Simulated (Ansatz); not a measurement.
# Te2Mo in Ansatz: a series of runs

Aim: see how the results for Te2Mo move with the level of theory and the settings. Levels: LDA, r2SCAN. Tasks: band structure, single point, equation of state.

Everything below comes from runs of Ansatz 0.2.0. Logs are shortened: lines on timing, memory, paths and dates and some standing lists are left out, and cuts for length are marked.

## 1. Starting point

The cell holds a slab with vacuum, 3 atoms: a = 3.560 Å, b = 3.560 Å, c = 17.524 Å, α = 90.00°, β = 90.00°, γ = 120.00°.

## 2. Band structure, LDA

input.yaml reads:

```yaml
crystal:
  lattice:
    - [3.560232814, 0.0, 0.0]
    - [-1.780116407, 3.0832520603, 0.0]
    - [0.0, 0.0, 17.52405782]
  atoms:
    - { symbol: Te, position: [0.3333333333, 0.6666666667, 0.10214455] }
    - { symbol: Te, position: [0.3333333333, 0.6666666667, 0.89785545] }
    - { symbol: Mo, position: [0.0, 0.0, 0.0] }
hamiltonian:
  xc: lda
  pseudopotentials: { kind: paw }
kpoints:
  mp_grid: { grid: [9, 9, 2] }
  band_path:
    path:
      - [[0.0, 0.0, 0.0], [0.5, 0.0, 0.0], [0.3333333333, 0.3333333333, 0.0], [0.0, 0.0, 0.0], [0.0, 0.0, 0.5], [0.5, 0.0, 0.5], [0.3333333333, 0.3333333333, 0.5], [0.0, 0.0, 0.5]]
      - [[0.5, 0.0, 0.5], [0.5, 0.0, 0.0]]
      - [[0.3333333333, 0.3333333333, 0.0], [0.3333333333, 0.3333333333, 0.5]]
    npoints: 14
scf:
  occupations: { method: fermi_dirac, width: 0.05 }
  n_extra_bands: 7
output:
  forces: true
  stress: true
  eigenvalues: true
  fatbands: true
```

Potentials or basis: Ansatz PAW.

Run with:

```bash
$ ansatz run input.yaml --threads 2 --pin off --max-ram 5632MiB --backend cpu --events-out ev --progress --plain --runs-dir out
```

Output:

```text
Warning: RAYON_NUM_THREADS=2 ignored (pool sized by the plan → 2); use --threads N
scf.n_extra_bands = 7 over 23 filled bands (N_el = 46.0): the run solves 30 bands
Engine: ansatz 0.2.0, x86_64-unknown-linux-gnu
Pseudopotentials: kind: paw
Pseudopotential: Te, paw, valence charge 16, recommended cutoff 420 eV (normal), Te.paw.azcp
Pseudopotential: Mo, paw, valence charge 14, recommended cutoff 420 eV (normal), Mo.paw.azcp
Functional definition: SPW92
  exchange = slater_x
  correlation = pw_c
Crystal: 3 atoms, lattice volume = 192.363 Å³
Basis set: ecut = 420 eV, 3701 PW (Γ)
Bands: 30, of which v1, the nominal top of the filled ones, is band 23 counted from 1 (22 counted from 0)
Symmetry: 12 space group operations
Space group: P-6m2 (ITA 187), of the structure as read, at distance tolerance 5.8e-5 Å
k-points: 24 of 162 (time reversal used)
Non-local potential: Te, projectors of the file, l = 0: 2, l = 1: 2, l = 2: 2, l = 3: 2
Non-local potential: Mo, projectors of the file, l = 0: 3, l = 1: 2, l = 2: 2, l = 3: 1
PAW form: soft (Blöchl's): semilocal exchange-correlation on the pseudo side does not see the compensation charge
PAW frozen core: Te, regenerated for the run's functional, and the local potential with it (the file was generated under x = pbe(κ = 0.804, μ = 0.2195149727645171), c = pbe(β = 0.06672455060314922))
PAW frozen core: Mo, regenerated for the run's functional, and the local potential with it (the file was generated under x = pbe(κ = 0.804, μ = 0.2195149727645171), c = pbe(β = 0.06672455060314922))
PAW one-centre angular grid: Te, 590 points (default); XC on 64 Gauss nodes
PAW one-centre angular grid: Mo, 590 points (default); XC on 64 Gauss nodes
Initial density: superposition of atomic densities (neutral atoms: chi_scale 0, normalization atom), corrected by the library's trained network
Initial wavefunctions: pseudopotential atomic-orbital guess
Functional: x = slater, c = lda
SCF iter   1: F=—  HF=-18497.906545 eV  |F-HF|=—  |Δ(HF+E_count)|=         —  Δρ=4.55e-3  dr2=2.00e-2  ethr=1.77e-3  ⟨swp⟩=9.6  Hψ=3725  notcnv=0  defer=1
preconditioner: auto → Resta (q_TF=auto, 2.149 Å⁻¹)  ε∞=2.9  [insulator: Δε(μ)=1.065 eV  Ē_g=8.201 eV  σ=0.050 eV  W_gap=1.00  n_scr=28 (ndim 8)  ℏωp=11.4 eV  f_vac=0.584  D(μ)=0.00/eV (n_scr^D=0)  ε∞_Penn≈2.9  vacuum switching on, ρ_ref=4.9e-3 e/Å³]
SCF iter   2: F=—  HF=-18497.905914 eV  |F-HF|=—  |Δ(HF+E_count)|=   6.31e-4  Δρ=2.55e-3  dr2=1.58e-2  ethr=4.35e-5  ⟨swp⟩=2.0  Hψ=1234  notcnv=0  defer=25
SCF iter   3: F=—  HF=-18497.906696 eV  |F-HF|=—  |Δ(HF+E_count)|=   7.82e-4  Δρ=2.00e-3  dr2=1.70e-2  ethr=3.43e-5  ⟨swp⟩=2.0  Hψ=958  notcnv=0  defer=25
SCF iter   4: F=—  HF=-18497.905188 eV  |F-HF|=—  |Δ(HF+E_count)|=   1.51e-3  Δρ=2.22e-4  dr2=6.62e-5  ethr=3.43e-5  ⟨swp⟩=2.2  Hψ=811  notcnv=0  defer=25
SCF iter   5: F=—  HF=-18497.905226 eV  |F-HF|=—  |Δ(HF+E_count)|=   3.82e-5  Δρ=6.64e-5  dr2=1.04e-5  ethr=1.44e-7  ⟨swp⟩=3.1  Hψ=1356  notcnv=0  defer=29
SCF iter   6: F=—  HF=-18497.905228 eV  |F-HF|=—  |Δ(HF+E_count)|=   2.43e-6  Δρ=2.04e-5  dr2=1.21e-6  ethr=2.27e-8  ⟨swp⟩=2.1  Hψ=852  notcnv=0  defer=29
SCF iter   7: F=—  HF=-18497.905229 eV  |F-HF|=—  |Δ(HF+E_count)|=   7.30e-7  Δρ=5.19e-6  dr2=1.00e-7  ethr=2.64e-9  ⟨swp⟩=2.0  Hψ=857  notcnv=0  defer=29
SCF iter   8: F=-18497.905229 eV  HF=-18497.905229 eV  |F-HF|=2.63e-9  |Δ(HF+E_count)|=   3.28e-8  Δρ=1.01e-6  dr2=6.67e-9  ethr=2.17e-10  ⟨swp⟩=12.0  Hψ=2919  notcnv=0
SCF 1 converged in 8 iterations: F = -18497.905229 eV  dr2 = 6.67e-9
NSCF: frozen V_eff on 129 k-points
SCF converged after 8 iterations
Free energy (F): -18497.905229 eV
Harris-Foulkes:  -18497.905229 eV  (|F-HF|=2.63e-9)
Internal energy: -18497.905227 eV  (E = F + TS)
E sigma→0 (E₀):  -18497.905228 eV
Entropy (-TS):   -0.000002 eV (-0.001 meV/atom)
Fermi energy:    2.029409 eV
--- Per-component energies (eV) ---
  E_band       = -1062.783037
  E_kinetic    = 805.796458
  E_local      = -27279.836108  (includes V_loc(G=0)·N_el)
  E_nonlocal   = -460.346287
  E_hartree    = 13611.935789
  E_xc         = -430.007650
  E_vxc        = -438.267348  (∫ρ·V_xc dr)
  E_paw        = -12110.516170  (= ΣΔE_a)
  E_vpaw       = -913.988717  (= ΣTr[D̂ρ^β])
  E_aug_tail   = -0.000351  (compensation charges beyond the density's cutoff)
  E_ewald      = 7363.238951
  E_core_change = 1.830139  (= ΣΔE_core)
  E_smearing   = -0.000002  (= −TS)
  E_closure    = 0.000000  (closes the sum)
  Σ components = -18497.905229   (vs F -18497.905229, Δ=0.00e0)
--- Forces (eV/Å), atoms counted from 1 ---
  atom   1  Te    -0.00000000    -0.00000000    -0.42217668
  atom   2  Te    -0.00000000    -0.00000000     0.42217668
  atom   3  Mo     0.00000000     0.00000000     0.00000000
  max |Σ_I F_I| component: 9.25e-18 eV/Å
--- Stress (GPa, compression-positive) ---
       -2.056034       0.000000       0.000000
       -0.000000      -2.056034       0.000000
        0.000000       0.000000      -1.259188
  P = ⅓ Tr σ = -1.7904 GPa (-17.904 kbar)
--- Band table (eV; the first three rows and the last of 24) ---
  k-point 0: bands = ["-59.0171", "-34.8413", "-34.8413", "-34.8286", "-34.8286", "-34.7756", "-34.7756", "-34.7643", "-34.7643", "-34.7527", "-34.7429", "-33.2152", "-33.0855", "-33.0855", "-11.0736", "-10.1079", "-3.3886", "-0.1772", "-0.1772", "-0.1108", "0.6132", "0.6132", "1.1300", "4.5502", "4.5502", "4.8359", "4.8359", "5.8417", "6.3721", "7.1625"]
  k-point 1: bands = ["-59.0171", "-34.8413", "-34.8413", "-34.8286", "-34.8286", "-34.7756", "-34.7756", "-34.7643", "-34.7643", "-34.7527", "-34.7429", "-33.2152", "-33.0855", "-33.0855", "-11.0736", "-10.1079", "-3.3886", "-0.1772", "-0.1772", "-0.1108", "0.6132", "0.6132", "1.1300", "4.5502", "4.5502", "4.8359", "4.8359", "5.9307", "6.1667", "7.5732"]
  k-point 2: bands = ["-59.0162", "-34.8399", "-34.8388", "-34.8306", "-34.8264", "-34.7766", "-34.7761", "-34.7675", "-34.7646", "-34.7517", "-34.7417", "-33.2073", "-33.1006", "-33.0882", "-10.9103", "-9.9966", "-3.2080", "-0.5418", "-0.4572", "-0.0415", "0.3991", "0.7742", "1.1003", "3.9648", "4.0081", "4.4985", "4.6952", "6.1219", "6.5759", "7.4881"]
  k-point 23: bands = ["-59.0083", "-34.8461", "-34.8246", "-34.8180", "-34.8176", "-34.7947", "-34.7818", "-34.7696", "-34.7694", "-34.7467", "-34.7317", "-33.1921", "-33.1485", "-33.1411", "-8.9014", "-8.6552", "-2.9214", "-2.7723", "-2.2145", "-1.3758", "-1.3376", "-0.1416", "1.5051", "2.5485", "3.4601", "4.0305", "5.5409", "6.6208", "6.6777", "8.8658"]
```

bands.tsv:

```text
# k_distance	band_0	band_1	band_2	band_3	band_4	band_5	band_6	band_7	band_8	band_9	band_10	band_11	band_12	band_13	band_14	band_15	band_16	band_17	band_18	band_19	band_20	band_21	band_22	band_23	band_24	band_25	band_26	band_27	band_28	band_29
[... 148 lines left out ...]
6.092506	-61.037679	-36.875476	-36.854043	-36.847425	-36.846991	-36.824073	-36.811243	-36.799015	-36.798812	-36.776126	-36.761094	-35.221531	-35.177906	-35.170559	-10.930801	-10.684576	-4.950856	-4.801724	-4.243867	-3.405179	-3.367024	-2.170980	-0.524264	0.519104	1.430697	2.001140	3.511510	4.591386	4.648296	6.836455
6.105311	-61.037679	-36.875476	-36.854043	-36.847425	-36.846991	-36.824073	-36.811243	-36.799015	-36.798812	-36.776126	-36.761094	-35.221531	-35.177906	-35.170559	-10.930801	-10.684576	-4.950856	-4.801724	-4.243867	-3.405179	-3.367024	-2.170980	-0.524264	0.519104	1.430697	2.001140	3.511510	4.591386	4.648296	6.836439
```

Run time: 56 s. Hardware: 2 threads of Intel Xeon at 2.50GHz (Skylake/Cascade Lake), shared host; peak memory 0.65 GiB.

Results:

| Property | Result |
| --- | --- |
| Free energy | -18497.9052 eV |
| Largest force | 0.422 eV/Å |
| Band gap on the k mesh | 1.04 eV, direct |
| Band gap along the path | 1.04 eV, direct |

Forces on the atoms (eV/Å):
```
Te   0.000  0.000 -0.422
Te   0.000  0.000  0.422
Mo   0.000  0.000  0.000
```

Levels at the corners of the path, in eV from the valence-band top:
```
point  band 19  band 20  band 21  band 22  band 23  band 24  band 25  band 26  band 27  band 28
    Γ    -1.68    -1.62    -0.89    -0.89    -0.38     3.05     3.05     3.33     3.33     4.34
    M    -3.27    -2.28    -1.54    -0.69    -0.34     1.39     1.73     3.30     3.70     3.95
    K    -3.72    -2.88    -2.84    -1.65     0.00     1.04     1.96     2.53     4.04     5.12
    Γ    -1.68    -1.62    -0.89    -0.89    -0.38     3.05     3.05     3.33     3.33     4.34
    A    -1.68    -1.62    -0.89    -0.89    -0.38     3.05     3.05     3.33     3.33     4.43
    L    -3.27    -2.28    -1.54    -0.69    -0.34     1.39     1.73     3.30     3.70     3.95
    H    -3.72    -2.88    -2.84    -1.65     0.00     1.04     1.96     2.53     4.04     5.12
    A    -1.68    -1.62    -0.89    -0.89    -0.38     3.05     3.05     3.33     3.33     4.43
    L    -3.27    -2.28    -1.54    -0.69    -0.34     1.39     1.73     3.30     3.70     3.95
    M    -3.27    -2.28    -1.54    -0.69    -0.34     1.39     1.73     3.30     3.70     3.95
    K    -3.72    -2.88    -2.84    -1.65     0.00     1.04     1.96     2.53     4.04     5.12
    H    -3.72    -2.88    -2.84    -1.65     0.00     1.04     1.96     2.53     4.04     5.12
```

Caveat: spin-orbit coupling is left out, which moves the levels of the heavy elements; the PAW data sets come from PBE, with cores solved anew for the run's functional, which leaves a small shift of forces and pressure.

## 3. Single point, LDA, 60.27 Å³/atom (volume scaled by 0.94)

input.yaml reads:

```yaml
crystal:
  lattice:
    - [3.4875546084, 0.0, 0.0]
    - [-1.7437773042, 3.0203108879, 0.0]
    - [0.0, 0.0, 17.1663236088]
  atoms:
    - { symbol: Te, position: [0.3333333333, 0.6666666667, 0.10214455] }
    - { symbol: Te, position: [0.3333333333, 0.6666666667, 0.89785545] }
    - { symbol: Mo, position: [0.0, 0.0, 0.0] }
hamiltonian:
  xc: lda
  pseudopotentials: { kind: paw }
kpoints:
  mp_grid: { grid: [9, 9, 2] }
scf:
  occupations: { method: fermi_dirac, width: 0.05 }
output:
  forces: true
  stress: true
  eigenvalues: true
```

Potentials or basis: Ansatz PAW.

Run with:

```bash
$ ansatz run input.yaml --threads 2 --pin off --max-ram 5632MiB --backend cpu --events-out ev --progress --plain --runs-dir out
```

It took 11 s on 2 threads of Intel Xeon at 2.50GHz (Skylake/Cascade Lake), shared host; peak memory 0.44 GiB.

The run converged. Its results:

* Free energy: -18497.9509 eV
* Largest force: 0.507 eV/Å
* Band gap on the k mesh: 1.14 eV, direct

Caveat: odd divisions of the mesh miss points on the zone boundary, where band edges often lie, so the gap on the mesh can be too wide; spin-orbit coupling is left out, which moves the levels of the heavy elements; the PAW data sets come from PBE, with cores solved anew for the run's functional, which leaves a small shift of forces and pressure.

(Continued in part 2 of 2.)
